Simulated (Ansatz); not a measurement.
In HgSe (zinc blende type) the Hg atom of the primitive cell, with all its periodic images, is moved by 0.02 Å along x.

```yaml
crystal:
  lattice:
    - [0.00000, 3.13500, 3.13500]
    - [3.13500, 0.00000, 3.13500]
    - [3.13500, 3.13500, 0.00000]
  atoms:
    - { symbol: Hg, position: [0.99681, 0.00319, 0.00319] }
    - { symbol: Se, position: [0.25000, 0.25000, 0.25000] }
```
Lattice in Å, positions in fractions of it.

All numbers below come from PBE, plane waves, all-electron PAW datasets generated for the crystal, point nucleus (Ansatz 0.2.0 development build).

Cutoff 240 eV; k-mesh 8×8×8 Γ-centred; Fermi–Dirac smearing of 0.1 eV; no spin polarisation; no spin–orbit coupling.

(1) What force results, and what does it mean for the zone-centre vibration?

Results:

(1) The force on it along the displacement is -0.0495 eV/Å, a force constant of 2.48 eV/Å². With the reduced mass of 56.66 u the zone-centre transverse optical mode lies at 109 cm⁻¹ (3.27 THz) in this finite-step estimate. The longitudinal mode lies higher by the LO–TO splitting, which a displacement repeated in every cell doesn't give.

```
atom  Fx (eV/Å)  Fy (eV/Å)  Fz (eV/Å)
 Hg1    -0.0495     0.0000     0.0000
 Se2     0.0495     0.0000     0.0000
```

The k-mesh is modest, so these values aren't fully converged in k.
